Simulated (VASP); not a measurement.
# Si2W (I4/mmm) in VASP: notebook

The runs below take Si2W through relaxation of cell and atoms, with PBE.

All numbers are computed with VASP 6.6.1; they aren't measurements. Logs are shortened: lines on timing, memory, paths and dates and some standing lists are left out, and cuts for length are marked.

## (1) Starting point

Symmetry: I4/mmm, No. 139, tetragonal system. Conventional cell: a = 3.214 Å, b = 3.214 Å, c = 7.830 Å, α = 90.00°, β = 90.00°, γ = 90.00°. Around Si (site symmetry 4mm) lie 5 Si at 2.59 to 2.63 Å and 5 W at 2.62 Å. W (site symmetry 4/mmm) has 10 Si at 2.62 Å as nearest neighbours.

## (2) Relaxation of cell and atoms, PBE

File INCAR:

```
SYSTEM = Si2W
ALGO = Fast ; EDIFF = 1E-7
EDIFFG = -0.002 ; ENCUT = 700
GGA = PE ; IBRION = 2
ISIF = 3 ; ISMEAR = 0
LASPH = .True. ; LCHARG = .False.
LREAL = .False. ; LWAVE = .False.
NELM = 80 ; NSW = 80
PREC = Accurate ; SIGMA = 0.1
```

File KPOINTS:

```
k-points
0
Gamma
  18 18 18
  0 0 0
```

File POSCAR:

```
Si2W
1.0
   -1.6069000000      1.6069000000      3.9149500000
    1.6069000000     -1.6069000000      3.9149500000
    1.6069000000      1.6069000000     -3.9149500000
Si W
2 1
Direct
    0.3347000000      0.3347000000      0.0000000000
    0.6653000000      0.6653000000      0.0000000000
    0.0000000000      0.0000000000      0.0000000000
```

Potentials or basis: VASP PAW PBE potentials, release 64 (Si, W_sv).

Run with:

```console
$ cat potpaw_PBE.64/Si/POTCAR potpaw_PBE.64/W_sv/POTCAR > POTCAR
$ mpirun -np 1 vasp_std > vasp.out
```

OUTCAR:

```text
SYSTEM = Si2W
   EDIFF = 1E-7
   EDIFFG = -0.002
   ENCUT = 700
   GGA = PE
   IBRION = 2
   ISIF = 3
   ISMEAR = 0
   LASPH = .True.
   LREAL = .False.
   NELM = 80
   NSW = 80
   PREC = Accurate

 ion  position               nearest neighbor table
   1  0.335  0.335  0.000-   2 2.59   3 2.62   3 2.62   3 2.62   3 2.62   3 2.62   2 2.63   2 2.63
                             2 2.63   2 2.63
   2  0.665  0.665  0.000-   1 2.59   3 2.62   3 2.62   3 2.62   3 2.62   3 2.62   1 2.63   1 2.63
                             1 2.63   1 2.63
   3  0.000  0.000  0.000-   2 2.62   2 2.62   2 2.62   1 2.62   2 2.62   1 2.62   1 2.62   1 2.62
                             1 2.62   2 2.62

  LATTYP: Found a body centered tetragonal cell.
 ALAT       =     3.2138000000
 C/A-ratio  =     2.4363370465

  Lattice vectors:

 A1 = (  -1.6069000000,   1.6069000000,   3.9149500000)
 A2 = (   1.6069000000,  -1.6069000000,   3.9149500000)
 A3 = (   1.6069000000,   1.6069000000,  -3.9149500000)

Analysis of symmetry for initial positions (statically):
=====================================================================
 Subroutine PRICEL returns:
 Original cell was already a primitive cell.

 Routine SETGRP: Setting up the symmetry group for a
 body centered tetragonal supercell.

 Subroutine GETGRP returns: Found 16 space group operations
 (whereof 16 operations were pure point group operations)
 out of a pool of 16 trial point group operations.

The static configuration has the point symmetry D_4h.

Analysis of symmetry for dynamics (positions and initial velocities):
=====================================================================
 Subroutine PRICEL returns:
 Original cell was already a primitive cell.

 Routine SETGRP: Setting up the symmetry group for a
 body centered tetragonal supercell.

 Subroutine GETGRP returns: Found 16 space group operations
 (whereof 16 operations were pure point group operations)
 out of a pool of 16 trial point group operations.

The dynamic configuration has the point symmetry D_4h.

 Subroutine INISYM returns: Found 16 space group operations
 (whereof 16 operations are pure point group operations),
 and found     1 'primitive' translations

----------------------------------------------------------------------------------------

                                     Primitive cell

  volume of cell :      40.4356
[... 121 lines left out ...]
   LRPA    =     F    only Hartree local field effects (RPA)
 conjugate gradient relaxation of ions
 non-spin polarized calculation
 RMM-DIIS sequential band-by-band and
 Gauss-broadening in eV      SIGMA  =   0.10
  energy-cutoff  :      700.00
  volume of cell :       40.44
 maximum number of plane-waves:      1718
   NGX = 19   NGY = 19   NGZ = 19

--------------------------------------- Ionic step        1  -------------------------------------------

 number of electron      22.0000000 magnetization

 Free energy of the ion-electron system (eV)
  ---------------------------------------------------
  ext. energy  EPLUGINS =         0.00000000
  ---------------------------------------------------
  free energy    TOTEN  =       -24.80971602 eV

  energy without entropy =      -24.80883953  energy(sigma->0) =      -24.80927778

------------------------ aborting loop because EDIFF is reached ----------------------------------------

  FORCE on cell =-STRESS in cart. coord.  units (eV):
  Direction    XX          YY          ZZ          XY          YZ          ZX
  --------------------------------------------------------------------------------------
  -------------------------------------------------------------------------------------
  Total        0.8368835      0.8368835      0.9316575      0.0000000      0.0000000      0.0000000
  in kB       33.1597821     33.1597821     36.9150058      0.0000000      0.0000000      0.0000000
  external PRESSURE =      34.4115233 kB  Pullay stress =       0.0000000 kB
[... 92 lines left out ...]
  FREE ENERGIE OF THE ION-ELECTRON SYSTEM (eV)
  ---------------------------------------------------
  free  energy   TOTEN  =       -24.8160867435 eV

  energy  without entropy=      -24.8151768338  energy(sigma->0) =      -24.81563179

[... ionic steps 4 to 8 ...]

--------------------------------------- Ionic step        9  -------------------------------------------

 number of electron      22.0000000 magnetization

------------------------ aborting loop because EDIFF is reached ----------------------------------------
[... 69 lines left out ...]
--------------------------------------- Ionic step       11  -------------------------------------------

 number of electron      22.0000000 magnetization

 Free energy of the ion-electron system (eV)
  ---------------------------------------------------
  ext. energy  EPLUGINS =         0.00000000
  ---------------------------------------------------
  free energy    TOTEN  =       -24.81610562 eV

  energy without entropy =      -24.81519875  energy(sigma->0) =      -24.81565218

 E-fermi :  11.7496     XC(G=0): -12.4581

 val. band max:       11.7298276936   @ k =  -0.3889   0.5000   0.3333
 cond. band min:      11.7868470934   @ k =  -0.3889  -0.4444   0.3889
 fundamental gap:      0.0570193998
 Fermi energy:        11.7495952624

 k-point     1 :       0.0000    0.0000    0.0000
  band No.  band energies     occupation
      1     -62.1365      2.00000
      2     -26.3828      2.00000
      3     -26.3699      2.00000
      4     -26.3699      2.00000
      5      -2.2065      2.00000
      6       4.9945      2.00000
      7       7.9914      2.00000
      8       8.5028      2.00000
      9       8.9440      2.00000
     10       8.9440      2.00000
     11      12.3510      0.00000
     12      14.3932      0.00000
     13      14.7303      0.00000
     14      14.7800      0.00000
[... 401 lines left out ...]
      2     -26.4543      2.00000
      3     -26.3752      2.00000
      4     -26.3682      2.00000
      5      -1.3104      2.00000
      6       5.0874      2.00000
      7       6.4361      2.00000
      8       8.1819      2.00000
      9       8.9248      2.00000
     10       9.6393      2.00000
     11      10.3527      2.00000
     12      13.3027      0.00000
     13      13.9270      0.00000
     14      16.0957      0.00000
     15      16.2046      0.00000

 [... further k-points ...]
[... 5 lines left out ...]
  --------------------------------------------------------------------------------------
  -------------------------------------------------------------------------------------
  Total        0.0024103      0.0024103     -0.0010511      0.0000000      0.0000000      0.0000000
  in kB        0.0941027      0.0941027     -0.0410358      0.0000000      0.0000000      0.0000000
  external PRESSURE =       0.0490565 kB  Pullay stress =       0.0000000 kB
[... 18 lines left out ...]
  FREE ENERGIE OF THE ION-ELECTRON SYSTEM (eV)
  ---------------------------------------------------
  free  energy   TOTEN  =       -24.8161056215 eV

  energy  without entropy=      -24.8151987483  energy(sigma->0) =      -24.81565218

 reached required accuracy - stopping structural energy minimisation
```

Wall time 39 min (1 thread of AMD EPYC 9R14 (Zen 4), shared host); peak memory 0.6 GiB.

Results:

* Free energy: -24.8161 eV
* Relaxed volume: 13.68 Å³/atom
* Relaxed cell: a = 4.549 Å, b = 4.549 Å, c = 4.549 Å, α = 138.41°, β = 138.41°, γ = 60.28°
* Space group after relaxing (to 0.05 Å): I4/mmm (No. 139)
* Energy gained by relaxing: 2.1 meV/atom
* Ionic steps: 11
* Pressure after relaxing: 0.0 GPa
* Band gap on the k mesh: none (metal or under the smearing width)

Step by step:
| step | energy change (eV) | largest force (eV/Å) | pressure (GPa) | volume (Å³) |
| --- | --- | --- | --- | --- |
| 1 | 0.0000 | 0.0627 | 3.44 | 40.44 |
| 2 | 0.0142 | 0.1044 | -5.65 | 42.15 |
| 3 | -0.0064 | 0.0003 | 0.00 | 41.04 |
| 4 | -0.0064 | 0.0009 | 0.05 | 41.03 |
| 5 | -0.0064 | 0.0009 | 0.05 | 41.03 |
| 6 | -0.0064 | 0.0006 | 0.04 | 41.03 |
| 7 | -0.0064 | 0.0008 | 0.05 | 41.03 |
| 8 | -0.0064 | 0.0008 | 0.05 | 41.03 |
| 9 | -0.0064 | 0.0009 | 0.05 | 41.03 |
| 10 | -0.0064 | 0.0011 | -0.06 | 41.05 |
| 11 | -0.0064 | 0.0002 | 0.00 | 41.04 |

Final structure:
```
Si W
1.0
    -1.61493    1.61493    3.93386
     1.61493   -1.61493    3.93386
     1.61493    1.61493   -3.93386
Si W
2 1
Direct
  0.33456 0.33456 0.00000
  0.66544 0.66544 0.00000
  0.00000 0.00000 0.00000
```

Levels at points of the mesh, in eV from the Fermi level:
```csv
k point,band 7,band 8,band 9,band 10,band 11,band 12,band 13,band 14,band 15
"(0.00, 0.00, 0.00)",-3.76,-3.25,-2.81,-2.81,0.60,2.64,2.98,3.03,3.03
"(0.50, 0.00, 0.00)",-5.67,-4.81,-2.75,-2.71,-0.42,2.65,2.75,3.90,4.31
"(0.50, 0.50, 0.00)",-5.94,-5.51,-4.96,-3.19,-1.76,2.73,2.91,3.06,3.85
"(0.50, 0.50, 0.50)",-3.76,-2.54,-0.85,-0.85,-0.49,-0.49,0.77,4.44,4.72
```

The run has no spin-orbit coupling, so splittings on W are missing. PBE usually gives volumes a little too large and moduli too small.

## (3) Relaxation of cell and atoms, PBE

This run uses another cell than the first one, of 13.68 Å³/atom, 1.015 times its volume.

INCAR is that of step 2.

KPOINTS is that of step 2.

File POSCAR:

```
Si2W                                    
1.0
   -1.6149264926      1.6149264926      3.9338594965
    1.6149264926     -1.6149264926      3.9338594965
    1.6149264926      1.6149264926     -3.9338594965
  Si              W             
     2     1
Direct
     0.3345593812006157    0.3345593812006157    0.0000000000000000
     0.6654406187993843    0.6654406187993843    0.0000000000000000
     0.0000000000000000    0.0000000000000000    0.0000000000000000
```

Potentials or basis: VASP PAW PBE potentials, release 64 (Si, W_sv).

Run with:

```console
$ cat potpaw_PBE.64/Si/POTCAR potpaw_PBE.64/W_sv/POTCAR > POTCAR
$ mpirun -np 1 vasp_std > vasp.out
```

It took 15 min on 1 thread of AMD EPYC 9R14 (Zen 4), shared host; peak memory 0.59 GiB.

Results (log left out):

```
Free energy               : -24.8161 eV
Energy gained by relaxing : 0.0 meV/atom
Ionic steps               : 3
Pressure after relaxing   : 0.0 GPa
Band gap on the k mesh    : none (metal or under the smearing width)
```

Final structure:
```cif
data_structure
_symmetry_space_group_name_H-M 'P 1'
_symmetry_Int_Tables_number 1
_cell_length_a 4.5488
_cell_length_b 4.5488
_cell_length_c 4.5488
_cell_angle_alpha 138.410
_cell_angle_beta 138.410
_cell_angle_gamma 60.276
_cell_volume 41.04
loop_
_atom_site_label
_atom_site_type_symbol
_atom_site_fract_x
_atom_site_fract_y
_atom_site_fract_z
_atom_site_occupancy
Si1 Si 0.33456 0.33456 0.00000 1
Si2 Si 0.66544 0.66544 0.00000 1
W1 W 0.00000 0.00000 0.00000 1
```

Levels at points of the mesh, in eV from the Fermi level:
| k point | band 8 | band 9 | band 10 | band 11 | band 12 | band 13 | band 14 | band 15 |
| --- | --- | --- | --- | --- | --- | --- | --- | --- |
| (0.00, 0.00, 0.00) | -3.25 | -2.81 | -2.81 | 0.60 | 2.64 | 2.98 | 3.03 | 3.03 |
| (0.50, 0.00, 0.00) | -4.81 | -2.75 | -2.71 | -0.42 | 2.65 | 2.75 | 3.90 | 4.30 |
| (0.50, 0.50, 0.00) | -5.51 | -4.96 | -3.19 | -1.76 | 2.73 | 2.91 | 3.06 | 3.85 |
| (0.50, 0.50, 0.50) | -2.54 | -0.85 | -0.85 | -0.49 | -0.49 | 0.77 | 4.44 | 4.72 |

Spin-orbit coupling is left out, which matters for the levels of W.
